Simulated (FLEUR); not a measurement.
Input of a FLEUR MaX-R8.1 (later development tree) run:

inp.xml

```xml
<?xml version="1.0" encoding="UTF-8" standalone="no"?>
<fleurInput fleurInputVersion="0.39">
   <comment>
      Ag                                                                                                  
   </comment>
   <calculationSetup>
      <cutoffs Kmax="4.1" Gmax="12.7" GmaxXC="12.7" numbands="all"/>
      <scfLoop itmax="60" minDistance="0.00001" maxIterBroyd="15" imix="Anderson" alpha="0.05" precondParam="0.0" spinf="2.0" sdNocoIR="T"/>
      <coreElectrons ctail="T" frcor="F" kcrel="0" coretail_lmax="0"/>
      <xcFunctional name="PBEs" relativisticCorrections="F"/>
      <magnetism jspins="1"/>
      <soc l_soc="T" theta="0.0" phi="0.0" spav="F"/>
      <expertModes spex="0" secvar="F"/>
      <geometryOptimization l_f="F" forcealpha="1.0" forcemix="BFGS" epsdisp="0.00001" epsforce="0.00001"/>
      <ldaU l_linMix="F" mixParam="0.05" spinf="1.0"/>
   </calculationSetup>
   <cell>
      <bzIntegration valenceElectrons="19.0" mode="hist" fermiSmearingEnergy="0.00183747">
         <kPointListSelection listName="default-1"/>
         <!-- k-points included here -->
         <xi:include xmlns:xi="http://www.w3.org/2001/XInclude" href="kpts.xml"> </xi:include>
      </bzIntegration>
      <!-- symmetry operations included here -->
      <xi:include xmlns:xi="http://www.w3.org/2001/XInclude" href="sym.xml"> </xi:include>
      <bulkLattice scale="1.0">
         <bravaisMatrix>
            <row-1>    0.0000000000000000     3.8602380410266495     3.8602380410266495</row-1>
            <row-2>    3.8602380410266495     0.0000000000000000     3.8602380410266495</row-2>
            <row-3>    3.8602380410266495     3.8602380410266495     0.0000000000000000</row-3>
         </bravaisMatrix>
      </bulkLattice>
   </cell>
   <atomSpecies>
      <species name="Silver (Ag)" element="Ag" atomicNumber="47">
         <mtSphere radius="2.53" gridPoints="837" logIncrement="0.015"/>
         <atomicCutoffs lmax="10" lnonsphr="8"/>
         <electronConfig flipSpins="F">
            <coreConfig>(1s1/2) (2s1/2) (2p1/2) (2p3/2) (3s1/2) (3p1/2) (3p3/2) (3d3/2) (3d5/2)</coreConfig>
            <valenceConfig>(4s1/2) (4p1/2) (4p3/2) (5s1/2) (4d3/2) (4d5/2)</valenceConfig>
            <stateOccupation state="(5s1/2)" spinUp="0.500000" spinDown="0.500000"/>
         </electronConfig>
         <energyParameters s="5" p="5" d="4" f="4"/>
         <lo type="SCLO" l="0" n="4" eDeriv="0"/>
         <lo type="SCLO" l="1" n="4" eDeriv="0"/>
         <lo type="SCLO" l="1" n="4" eDeriv="1"/>
         <lo type="SCLO" l="2" n="4" eDeriv="2"/>
         <lo type="SCLO" l="3" n="4" eDeriv="2"/>
      </species>
   </atomSpecies>
   <atomGroups>
      <atomGroup species="Silver (Ag)">
         <relPos label="                   1">.0000000000 .0000000000 .0000000000</relPos>
         <force calculate="T" relaxXYZ="TTT"/>
      </atomGroup>
   </atomGroups>
   <output dos="F" band="F" slice="F">
      <checks vchk="F" cdinf="F"/>
      <bandDOS minEnergy="-.5*Htr" maxEnergy="0.5*Htr" sigma="0.015" storeEVData="T"/>
      <vacuumDOS vacdos="F" integ="F" star="F" nstars="0" locx1="0.0" locy1="0.0" locx2="0.0" locy2="0.0" nstm="0" tworkf="0.0"/>
      <unfoldingBand unfoldBand="F" supercellX="1" supercellY="1" supercellZ="1"/>
      <plotting iplot="0" polar="F">
         <plot TwoD="T" vec1="  1.0  0.0  0.0" vec2="  0.0  1.0  0.0" vec3="  0.0  0.0  1.0" zero="  0.0  0.0  0.0" file="plot"/>
      </plotting>
      <chargeDensitySlicing numkpt="0" minEigenval="0.0" maxEigenval="0.0" nnne="0" pallst="F"/>
      <specialOutput eonly="F"/>
      <moessbauerParams electricFieldGradient="T" isomerShift="T" coreHyperfine="T" valenceHyperfine="T"/>
      <magneticCircularDichroism mcd="F" energyLo="-10.0" energyUp="0.0"/>
   </output>
  <!-- We include the file relax.xml here to enable relaxations (see documentation) -->
  <xi:include xmlns:xi="http://www.w3.org/2001/XInclude" href="relax.xml"> <xi:fallback/> </xi:include>
</fleurInput>
```

File crystal.txt:

```
Ag
&input cartesian=F /
0.0000000000  2.0427500000  2.0427500000
2.0427500000  0.0000000000  2.0427500000
2.0427500000  2.0427500000  0.0000000000
1.8897261246
1.0 1.0 1.0

1
47 0.0000000000  0.0000000000  0.0000000000

&soc 0.0 0.0 /
&kpt div1=8 div2=8 div3=8 gamma=T /
```

Contents of inp.xml (bands):

```
<?xml version="1.0" encoding="UTF-8" standalone="no"?>
<fleurInput fleurInputVersion="0.39">
   <comment>
      Ag                                                                                                  
   </comment>
   <calculationSetup>
      <cutoffs Kmax="4.1" Gmax="12.7" GmaxXC="12.7" numbands="all"/>
      <scfLoop itmax="60" minDistance="0.00001" maxIterBroyd="15" imix="Anderson" alpha="0.05" precondParam="0.0" spinf="2.0" sdNocoIR="T"/>
      <coreElectrons ctail="T" frcor="F" kcrel="0" coretail_lmax="0"/>
      <xcFunctional name="PBEs" relativisticCorrections="F"/>
      <magnetism jspins="1"/>
      <soc l_soc="T" theta="0.0" phi="0.0" spav="F"/>
      <expertModes spex="0" secvar="F"/>
      <geometryOptimization l_f="F" forcealpha="1.0" forcemix="BFGS" epsdisp="0.00001" epsforce="0.00001"/>
      <ldaU l_linMix="F" mixParam="0.05" spinf="1.0"/>
   </calculationSetup>
   <cell>
      <bzIntegration valenceElectrons="19.0" mode="hist" fermiSmearingEnergy="0.00183747">
         <kPointListSelection listName="path-1"/>
         <!-- k-points included here -->
         <xi:include xmlns:xi="http://www.w3.org/2001/XInclude" href="kpts.xml"> </xi:include>
      </bzIntegration>
      <!-- symmetry operations included here -->
      <xi:include xmlns:xi="http://www.w3.org/2001/XInclude" href="sym.xml"> </xi:include>
      <bulkLattice scale="1.0">
         <bravaisMatrix>
            <row-1>    0.0000000000000000     3.8602380410266495     3.8602380410266495</row-1>
            <row-2>    3.8602380410266495     0.0000000000000000     3.8602380410266495</row-2>
            <row-3>    3.8602380410266495     3.8602380410266495     0.0000000000000000</row-3>
         </bravaisMatrix>
      </bulkLattice>
   </cell>
   <atomSpecies>
      <species name="Silver (Ag)" element="Ag" atomicNumber="47">
         <mtSphere radius="2.53" gridPoints="837" logIncrement="0.015"/>
         <atomicCutoffs lmax="10" lnonsphr="8"/>
         <electronConfig flipSpins="F">
            <coreConfig>(1s1/2) (2s1/2) (2p1/2) (2p3/2) (3s1/2) (3p1/2) (3p3/2) (3d3/2) (3d5/2)</coreConfig>
            <valenceConfig>(4s1/2) (4p1/2) (4p3/2) (5s1/2) (4d3/2) (4d5/2)</valenceConfig>
            <stateOccupation state="(5s1/2)" spinUp="0.500000" spinDown="0.500000"/>
         </electronConfig>
         <energyParameters s="5" p="5" d="4" f="4"/>
         <lo type="SCLO" l="0" n="4" eDeriv="0"/>
         <lo type="SCLO" l="1" n="4" eDeriv="0"/>
         <lo type="SCLO" l="1" n="4" eDeriv="1"/>
         <lo type="SCLO" l="2" n="4" eDeriv="2"/>
         <lo type="SCLO" l="3" n="4" eDeriv="2"/>
      </species>
   </atomSpecies>
   <atomGroups>
      <atomGroup species="Silver (Ag)">
         <relPos label="                   1">.0000000000 .0000000000 .0000000000</relPos>
         <force calculate="T" relaxXYZ="TTT"/>
      </atomGroup>
   </atomGroups>
   <output dos="F" band="T" slice="F">
      <checks vchk="F" cdinf="F"/>
      <bandDOS minEnergy="-.5*Htr" maxEnergy="0.5*Htr" sigma="0.015" storeEVData="T"/>
      <vacuumDOS vacdos="F" integ="F" star="F" nstars="0" locx1="0.0" locy1="0.0" locx2="0.0" locy2="0.0" nstm="0" tworkf="0.0"/>
      <unfoldingBand unfoldBand="F" supercellX="1" supercellY="1" supercellZ="1"/>
      <plotting iplot="0" polar="F">
         <plot TwoD="T" vec1="  1.0  0.0  0.0" vec2="  0.0  1.0  0.0" vec3="  0.0  0.0  1.0" zero="  0.0  0.0  0.0" file="plot"/>
      </plotting>
      <chargeDensitySlicing numkpt="0" minEigenval="0.0" maxEigenval="0.0" nnne="0" pallst="F"/>
      <specialOutput eonly="F"/>
      <moessbauerParams electricFieldGradient="T" isomerShift="T" coreHyperfine="T" valenceHyperfine="T"/>
      <magneticCircularDichroism mcd="F" energyLo="-10.0" energyUp="0.0"/>
   </output>
  <!-- We include the file relax.xml here to enable relaxations (see documentation) -->
  <xi:include xmlns:xi="http://www.w3.org/2001/XInclude" href="relax.xml"> <xi:fallback/> </xi:include>
</fleurInput>
```

Potentials or basis: all-electron, FLAPW.

The run is started by

```bash
$ inpgen -f crystal.txt -profile fastHighL
$ # inp.xml edited to the form shown
$ fleur_MPI
$ fleur_MPI   # second run, on inp.xml (bands)
```

(1) Estimate the band gap along the path.

Results:

(1) none (metal or under the smearing width).
